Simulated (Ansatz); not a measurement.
# Mo: pressure against volume, part 2 of 2

How stiff is Mo, and at what volume does the pressure vanish? The cell is scaled evenly, atoms carried along, and solved with LAPW, PAW and all-electron datasets made for the crystal.

Ansatz 0.2.0; DFT PBE; a cell built from a prototype (fcc type), not taken from measurement. «Crystal datasets» are all-electron PAW datasets made for this crystal. Earlier steps stand in the parts before.

## 7. Volume × 1.02, LAPW

This is Mo in the fcc structure; at room conditions it is bcc.

The input, input.yaml:

```yaml
crystal:
  lattice:
    - [0.0, 2.0143006544, 2.0143006544]
    - [2.0143006544, 0.0, 2.0143006544]
    - [2.0143006544, 2.0143006544, 0.0]
  atoms:
    - { symbol: Mo, position: [0.0, 0.0, 0.0] }
kpoints:
  mp_grid: { grid: [18, 18, 18] }
scf:
  occupations: { method: fermi_dirac, width: 0.05 }
hamiltonian:
  xc: pbe
  pseudopotentials: { kind: all_electron, lapw: { basis_error: 0.0005 } }
output:
  forces: true
  stress: true
  eigenvalues: true
```

Command:

```
$ ansatz run input.yaml --threads 1 --pin off --max-ram 2048MiB --backend cpu --events-out ev --progress --plain --runs-dir out
```

The log of the run, shortened:

```text
LAPW: plane waves up to 8.047 Å⁻¹, error target 5.0e-4 eV per atom; small_component_spin mean_spin; Mo in spheres of 1.424 Å, 30 of its electrons in bands, Dirac shells []
[...]
Pseudopotentials: kind: all_electron
Pseudopotential: Mo, LAPW, valence charge 30, Koelling and Harmon's equation, gaussian nucleus
Functional definition: PBE
[...]
Crystal: 1 atoms, lattice volume = 16.346 Å³
Basis set: ecut = 246.73817329190297 eV, 137 PW (Γ), exchange–correlation at level 2
Bands: 19, of which v1, the nominal top of the filled ones, is band 15 counted from 1 (14 counted from 0)
Symmetry: 48 space group operations
Space group: Fm-3m (ITA 225), of the structure as read, at distance tolerance 2.5e-5 Å
k-points: 195 of 5832
[...]
SCF iter   1: F=—  HF=-110178.003721 eV  |F-HF|=—  |Δ(HF+E_count)|=         —  Δρ=4.43e-2  dr2=1.76e-1  ethr=5.84e-4  ⟨swp⟩=2.5  Hψ=22930  notcnv=0
[...]
the basis was enlarged: its passes take 607.9 KiB over the memory plan, 1 of 1 planned eigensolver slots
[...]
SCF iter   6: F=-110177.423786 eV  HF=-110177.423786 eV  |F-HF|=7.71e-10  |Δ(HF+E_count)|=   1.80e-7  Δρ=1.89e-6  dr2=2.30e-10  ethr=8.74e-10  ⟨swp⟩=3.0  Hψ=11144  notcnv=0
[...]
SCF converged after 6 iterations
Free energy (F): -110177.423786 eV
[...]
E sigma→0 (E₀):  -110177.418505 eV
Entropy (-TS):   -0.010561 eV (-10.561 meV/atom)
Fermi energy:    21.855196 eV
[...]
--- Forces (eV/Å), atoms counted from 1 ---
  atom   1  Mo     0.00000000     0.00000000     0.00000000
[...]
--- Stress (GPa, compression-positive) ---
       -4.503302       0.000000      -0.000000
        0.000000      -4.503302       0.000000
       -0.000000       0.000000      -4.503302
  P = ⅓ Tr σ = -4.5033 GPa (-45.033 kbar)
--- Band table (eV; the first three rows and the last of 195) ---
[... band rows left out ...]
[...]
```

It took 13 s on 1 thread of Arm Neoverse V2, shared host; peak memory 0.38 GiB.

Read from it: pressure -4.50 GPa; no gap.

## 8. Volume × 1.02, PAW

input.yaml, as its differences from that of step 7:

```diff
@@ -13,3 +13,3 @@
   xc: pbe
-  pseudopotentials: { kind: all_electron, lapw: { basis_error: 0.0005 } }
+  pseudopotentials: { kind: paw }
 output:
@@ -18 +18,6 @@
   eigenvalues: true
+  efg: { contact_densities: true }
+  write_density: true
+  write_potential: true
+  elf: true
+  volumetric_format: npy
```

Command:

```
$ ansatz run input.yaml --threads 1 --pin off --max-ram 2048MiB --backend cpu --events-out ev --progress --plain --runs-dir out
```

The log of the run, shortened:

```text
Mo: output.efg is read without spin–orbit coupling, which moves field gradients at and beside such atoms by some per cent and up to a factor of two; PAW files take it under magnetization.noncollinear and magnetization.spin_orbit
[...]
[... 3 set-up lines as earlier in the session ...]
[...]
Crystal: 1 atoms, lattice volume = 16.346 Å³
Basis set: ecut = 420 eV, 331 PW (Γ), exchange–correlation on 40×40×40 points (8 copies of the dense FFT grid, shifted against one another)
Bands: 11, of which v1, the nominal top of the filled ones, is band 7 counted from 1 (6 counted from 0)
[... 2 set-up lines as earlier in the session ...]
k-points: 195 of 5832
[...]
SCF converged after 6 iterations
Free energy (F): -4955.598802 eV
[...]
E sigma→0 (E₀):  -4955.593523 eV
Entropy (-TS):   -0.010558 eV (-10.558 meV/atom)
Fermi energy:    19.615848 eV
[...]
--- Forces (eV/Å), atoms counted from 1 ---
  atom   1  Mo    -0.00000000    -0.00000000    -0.00000000
[...]
--- Stress (GPa, compression-positive) ---
       -4.528375       0.000000      -0.000000
        0.000000      -4.528375      -0.000000
       -0.000000      -0.000000      -4.528375
  P = ⅓ Tr σ = -4.5284 GPa (-45.284 kbar)
--- PAW observables at the nuclei: V_zz in 10²¹ V/m², potentials from the cell's mean, atoms counted from 1 ---
  atom   1  Mo V_zz =    +0.000000   η = 0.0000   by run symmetry: forbidden
            electrostatic potential = -6361.753555 V   contact ρ = 595276.358487 e/Å³
--- Band table (eV; the first three rows and the last of 195) ---
  k-point 0: bands = ["-41.0973", "-14.4750", "-14.4750", "-14.4750", "12.9604", "18.9418", "18.9418", "18.9418", "21.5391", "21.5391", "32.6205"]
[...]
```

Run time: 2.9 s. Hardware: 1 thread of Arm Neoverse V2, shared host; peak memory 0.35 GiB.

This run gives: pressure -4.53 GPa; no gap.

## 9. Volume × 1.06, LAPW

The input, input.yaml:

```yaml
crystal:
  lattice:
    - [0.0, 2.0402944976, 2.0402944976]
    - [2.0402944976, 0.0, 2.0402944976]
    - [2.0402944976, 2.0402944976, 0.0]
  atoms:
    - { symbol: Mo, position: [0.0, 0.0, 0.0] }
kpoints:
  mp_grid: { grid: [18, 18, 18] }
scf:
  occupations: { method: fermi_dirac, width: 0.05 }
hamiltonian:
  xc: pbe
  pseudopotentials: { kind: all_electron, lapw: { basis_error: 0.0005 } }
output:
  forces: true
  stress: true
  eigenvalues: true
```

Command:

```
$ ansatz run input.yaml --threads 1 --pin off --max-ram 2048MiB --backend cpu --events-out ev --progress --plain --runs-dir out
```

The log of the run, shortened:

```text
LAPW: plane waves up to 7.939 Å⁻¹, error target 5.0e-4 eV per atom; small_component_spin mean_spin; Mo in spheres of 1.443 Å, 30 of its electrons in bands, Dirac shells []
[...]
[... 3 set-up lines as earlier in the session ...]
[...]
Crystal: 1 atoms, lattice volume = 16.987 Å³
Basis set: ecut = 240.1099257423775 eV, 137 PW (Γ), exchange–correlation at level 2
Bands: 19, of which v1, the nominal top of the filled ones, is band 15 counted from 1 (14 counted from 0)
[... 1 set-up line as earlier in the session ...]
Space group: Fm-3m (ITA 225), of the structure as read, at distance tolerance 2.6e-5 Å
k-points: 195 of 5832
[...]
SCF iter   1: F=—  HF=-110178.010109 eV  |F-HF|=—  |Δ(HF+E_count)|=         —  Δρ=4.38e-2  dr2=1.84e-1  ethr=6.10e-4  ⟨swp⟩=2.5  Hψ=22868  notcnv=0
[...]
the basis was enlarged: its passes take 610.0 KiB over the memory plan, 1 of 1 planned eigensolver slots
[...]
SCF iter   6: F=-110177.389568 eV  HF=-110177.389568 eV  |F-HF|=6.69e-10  |Δ(HF+E_count)|=   1.94e-7  Δρ=1.99e-6  dr2=2.93e-10  ethr=9.36e-10  ⟨swp⟩=3.0  Hψ=11137  notcnv=0
[...]
SCF converged after 6 iterations
Free energy (F): -110177.389568 eV
[...]
E sigma→0 (E₀):  -110177.383905 eV
Entropy (-TS):   -0.011326 eV (-11.326 meV/atom)
Fermi energy:    20.896745 eV
[...]
--- Forces (eV/Å), atoms counted from 1 ---
  atom   1  Mo     0.00000000    -0.00000000    -0.00000000
[...]
--- Stress (GPa, compression-positive) ---
      -12.330743       0.000000       0.000000
        0.000000     -12.330743      -0.000000
        0.000000      -0.000000     -12.330743
  P = ⅓ Tr σ = -12.3307 GPa (-123.307 kbar)
--- Band table (eV; the first three rows and the last of 195) ---
[... band rows left out ...]
[...]
```

Run time: 12 s. Hardware: 1 thread of Arm Neoverse V2, shared host; peak memory 0.38 GiB.

In short: pressure -12.33 GPa; no gap.

## 10. Volume × 1.06, PAW

input.yaml, as its differences from that of step 9:

```diff
@@ -13,3 +13,3 @@
   xc: pbe
-  pseudopotentials: { kind: all_electron, lapw: { basis_error: 0.0005 } }
+  pseudopotentials: { kind: paw }
 output:
@@ -18 +18,2 @@
   eigenvalues: true
+  efg: { contact_densities: true }
```

Command:

```
$ ansatz run input.yaml --threads 1 --pin off --max-ram 2048MiB --backend cpu --events-out ev --progress --plain --runs-dir out
```

The log of the run, shortened:

```text
Mo: output.efg is read without spin–orbit coupling, which moves field gradients at and beside such atoms by some per cent and up to a factor of two; PAW files take it under magnetization.noncollinear and magnetization.spin_orbit
[...]
[... 3 set-up lines as earlier in the session ...]
[...]
Crystal: 1 atoms, lattice volume = 16.987 Å³
Basis set: ecut = 420 eV, 331 PW (Γ), exchange–correlation on 40×40×40 points (8 copies of the dense FFT grid, shifted against one another)
Bands: 11, of which v1, the nominal top of the filled ones, is band 7 counted from 1 (6 counted from 0)
[... 2 set-up lines as earlier in the session ...]
k-points: 195 of 5832
[...]
SCF converged after 6 iterations
Free energy (F): -4955.564492 eV
[...]
E sigma→0 (E₀):  -4955.558833 eV
Entropy (-TS):   -0.011319 eV (-11.319 meV/atom)
Fermi energy:    18.742349 eV
[...]
--- Forces (eV/Å), atoms counted from 1 ---
  atom   1  Mo    -0.00000000    -0.00000000     0.00000000
[...]
--- Stress (GPa, compression-positive) ---
      -12.351972       0.000000      -0.000000
        0.000000     -12.351972      -0.000000
       -0.000000       0.000000     -12.351972
  P = ⅓ Tr σ = -12.3520 GPa (-123.520 kbar)
--- PAW observables at the nuclei: V_zz in 10²¹ V/m², potentials from the cell's mean, atoms counted from 1 ---
  atom   1  Mo V_zz =    -0.000000   η = 0.0000   by run symmetry: forbidden
            electrostatic potential = -6360.659545 V   contact ρ = 595274.231907 e/Å³
--- Band table (eV; the first three rows and the last of 195) ---
  k-point 0: bands = ["-41.9987", "-15.4471", "-15.4471", "-15.4471", "12.2055", "18.1147", "18.1147", "18.1147", "20.5689", "20.5689", "31.7174"]
[...]
```

Run time: 2.3 s. Hardware: 1 thread of Arm Neoverse V2, shared host; peak memory 0.34 GiB.

Result: pressure -12.35 GPa; no gap.

## 11. Volume × 1.06, crystal datasets

input.yaml, as its differences from that of step 10:

```diff
@@ -13,3 +13,3 @@
   xc: pbe
-  pseudopotentials: { kind: paw }
+  pseudopotentials: { kind: all_electron, datasets: crystal }
 output:
```

Command:

```
$ ansatz run input.yaml --threads 1 --pin off --max-ram 2048MiB --backend cpu --events-out ev --progress --plain --runs-dir out
```

The log of the run, shortened:

```text
[...]
Mo: output.efg is read without spin–orbit coupling, which moves field gradients at and beside such atoms by some per cent and up to a factor of two; PAW files take it under magnetization.noncollinear and magnetization.spin_orbit
[...]
[... 3 set-up lines as earlier in the session ...]
[...]
Crystal: 1 atoms, lattice volume = 16.987 Å³
Basis set: ecut = 300 eV, 181 PW (Γ), exchange–correlation on 36×36×36 points (8 copies of the dense FFT grid, shifted against one another)
Bands: 7, of which v1, the nominal top of the filled ones, is band 3 counted from 1 (2 counted from 0)
[... 2 set-up lines as earlier in the session ...]
k-points: 195 of 5832
[...]
Fermi energy:    20.896878 eV
[...]
  The terms above E_closure are by the made datasets' own strengths, without shells solved beside the bands.
--- Forces (eV/Å), atoms counted from 1 ---
  atom   1  Mo    -0.00000000     0.00000000    -0.00000000
[...]
--- Stress (GPa, compression-positive) ---
      -12.324218      -0.000000      -0.000000
        0.000000     -12.324218      -0.000000
       -0.000000      -0.000000     -12.324218
  P = ⅓ Tr σ = -12.3242 GPa (-123.242 kbar)
  It holds what live shells' own plane waves past their cutoff add
--- PAW observables at the nuclei: V_zz in 10²¹ V/m², potentials from the cell's mean, atoms counted from 1 ---
  atom   1  Mo V_zz =    +0.000000   η = 0.0000   by run symmetry: forbidden
            electrostatic potential = -6360.781111 V   contact ρ = 595328.368856 e/Å³
--- Band table (eV; the first three rows and the last of 195) ---
  k-point 0: bands = ["14.3597", "20.2704", "20.2704", "20.2704", "22.7249"]
[...]
```

Wall time 4.1 s (1 thread of Arm Neoverse V2, shared host); peak memory 0.36 GiB.

Result: pressure -12.32 GPa; no gap.

## 12. Fits

The rows at scale 1 come from earlier runs of the unscaled cell with the same settings.

```
          method  volume (Å³/atom)  F above the lowest (meV/atom)  pressure (GPa)
            LAPW            15.072                           47.4           16.68
            LAPW            15.705                            5.1            5.11
            LAPW            16.025                            0.0            0.06
            LAPW            16.346                            4.5           -4.50
            LAPW            16.987                           38.7          -12.33
             PAW            15.072                           47.2           16.65
             PAW            15.705                            5.0            5.08
             PAW            16.025                            0.0            0.03
             PAW            16.346                            4.6           -4.53
             PAW            16.987                           38.9          -12.35
crystal datasets            15.072                              –           16.69
crystal datasets            16.025                              –            0.06
crystal datasets            16.987                              –          -12.32
```

## 13. Outcome

The summary covers parts 1 to 2.

```
                      quantity           value
     equilibrium volume (LAPW)  16.029 Å³/atom
           bulk modulus (LAPW)         239 GPa
its pressure derivative (LAPW)             4.0
      equilibrium volume (PAW)  16.028 Å³/atom
            bulk modulus (PAW)         239 GPa
 its pressure derivative (PAW)             4.0
```

In words: A third-order Birch-Murnaghan fit to the LAPW pressures puts zero pressure at 16.03 Å³/atom, less than 0.1 % from the given cell, with a bulk modulus of 239 GPa. PAW's volume lies -0.01 % and its modulus less than 0.1 % from LAPW's. No thermal or zero-point expansion is included.
